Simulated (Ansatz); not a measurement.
A relaxation computed with Ansatz, from input to last step.

```yaml
crystal:
  lattice:
    - [2.6546244611, -1.5360251264, -0.1323804327]
    - [2.6546244611, 1.5360251264, -0.1323804327]
    - [-1.8169145498, 0.0, 6.9480770822]
  atoms:
    - { symbol: F, position: [0.0827347259, 0.0827347259, 0.0951896344] }
    - { symbol: F, position: [0.9172652741, 0.9172652741, 0.9048103656] }
    - { symbol: F, position: [0.4955834807, 0.4955834807, 0.5953442232] }
    - { symbol: F, position: [0.5044165193, 0.5044165193, 0.4046557768] }
basis:
  ecutwfc: 500
kpoints:
  mp_grid: { grid: [8, 8, 4] }
hamiltonian:
  xc: r2scan
scf:
  occupations: { method: gaussian, width: 0.02 }
output:
  forces: true
  stress: true
  eigenvalues: true
relax:
  adjacent_minimum: "off"
  f_tol: 0.01
  max_steps: 30
  cell: { stress_tol: 0.1, fix: [volume] }
```

```bash
ansatz run input.yaml --threads 1 --pin off --max-ram 2560MiB --backend cpu --events-out ev --progress --plain --runs-dir out
```

Level of theory: DFT r2SCAN, scalar-relativistic, plane waves, PAW in Ansatz 0.2.0.

The volume is held at 0.97 times that of the relaxed cell.

Of 7 frames 7 are shown, positions in Å and forces in eV/Å; the SCF threshold varies from step to step. Steps run on the plane waves of an earlier cell, with a Pulay correction in the pressure. The basis is chosen afresh for the last frame, the zero of the energies, and at times for earlier ones too; energy and pressure step there, also at an unchanged geometry.

```xyz
4
Lattice="2.6546 -1.5360 -0.1324 2.6546 1.5360 -0.1324 -1.8169 0.0000 6.9481" Properties=species:S:1:pos:R:3:forces:R:3 pbc="T T T" step=1 free_energy_over_end_meV_per_atom=1.96 pressure_GPa=1.70
F     0.2663    0.0000    0.6395    0.2140    0.0000    0.5110
F     3.2260    0.0000    6.0438   -0.2140    0.0000   -0.5110
F     1.5495    0.0000    4.0053   -0.1598    0.0000    0.5323
F     1.9428    0.0000    2.6780    0.1598    0.0000   -0.5323
4
Lattice="2.6570 -1.5368 -0.1307 2.6570 1.5368 -0.1307 -1.8146 0.0000 6.9373" Properties=species:S:1:pos:R:3:forces:R:3 pbc="T T T" step=2 free_energy_over_end_meV_per_atom=0.30 pressure_GPa=0.79
F     0.2739    0.0000    0.6410    0.0819    0.0000    0.1978
F     3.2256    0.0000    6.0350   -0.0819    0.0000   -0.1978
F     1.5450    0.0000    4.0037   -0.0584    0.0000    0.2037
F     1.9544    0.0000    2.6723    0.0584    0.0000   -0.2037
4
Lattice="2.6616 -1.5383 -0.1290 2.6616 1.5383 -0.1290 -1.8142 0.0000 6.9174" Properties=species:S:1:pos:R:3:forces:R:3 pbc="T T T" step=3 free_energy_over_end_meV_per_atom=-0.03 pressure_GPa=0.26
F     0.2766    0.0000    0.6428    0.0009    0.0000    0.0095
F     3.2322    0.0000    6.0167   -0.0009    0.0000   -0.0095
F     1.5509    0.0000    3.9986   -0.0022    0.0000    0.0079
F     1.9579    0.0000    2.6609    0.0022    0.0000   -0.0079
4
Lattice="2.6616 -1.5383 -0.1290 2.6616 1.5383 -0.1290 -1.8142 0.0000 6.9174" Properties=species:S:1:pos:R:3:forces:R:3 pbc="T T T" step=4 free_energy_over_end_meV_per_atom=0.05 pressure_GPa=0.26
F     0.2766    0.0000    0.6428    0.0015    0.0000    0.0102
F     3.2322    0.0000    6.0167   -0.0015    0.0000   -0.0102
F     1.5509    0.0000    3.9986   -0.0024    0.0000    0.0090
F     1.9579    0.0000    2.6609    0.0024    0.0000   -0.0090
4
Lattice="2.6595 -1.5361 -0.1295 2.6595 1.5361 -0.1295 -1.8134 0.0000 6.9328" Properties=species:S:1:pos:R:3:forces:R:3 pbc="T T T" step=5 free_energy_over_end_meV_per_atom=0.07 pressure_GPa=0.26
F     0.2705    0.0000    0.6454    0.0038    0.0000    0.0051
F     3.2352    0.0000    6.0285   -0.0038    0.0000   -0.0051
F     1.5532    0.0000    4.0069   -0.0039    0.0000    0.0092
F     1.9525    0.0000    2.6669    0.0039    0.0000   -0.0092
4
Lattice="2.6603 -1.5302 -0.1293 2.6603 1.5302 -0.1293 -1.8122 0.0000 6.9569" Properties=species:S:1:pos:R:3:forces:R:3 pbc="T T T" step=6 free_energy_over_end_meV_per_atom=0.13 pressure_GPa=0.22
F     0.2698    0.0000    0.6457    0.0003    0.0000    0.0003
F     3.2385    0.0000    6.0526   -0.0003    0.0000   -0.0003
F     1.5549    0.0000    4.0195    0.0005    0.0000   -0.0002
F     1.9534    0.0000    2.6789   -0.0005    0.0000    0.0002
4
Lattice="2.6603 -1.5302 -0.1293 2.6603 1.5302 -0.1293 -1.8122 0.0000 6.9569" Properties=species:S:1:pos:R:3:forces:R:3 pbc="T T T" step=7 free_energy_over_end_meV_per_atom=0.00 pressure_GPa=0.22
F     0.2698    0.0000    0.6457    0.0004    0.0000    0.0008
F     3.2385    0.0000    6.0526   -0.0004    0.0000   -0.0008
F     1.5549    0.0000    4.0195    0.0004    0.0000    0.0004
F     1.9534    0.0000    2.6789   -0.0004    0.0000   -0.0004
```

Time: 2 min on 1 thread of Intel(R) Xeon(R) Processor @ 2.50GHz (Skylake/Cascade Lake) (shared host), peak memory 0.53 GiB.

The cell holds molecules, and r2SCAN describes their binding at middle range but leaves out its long-range dispersion part.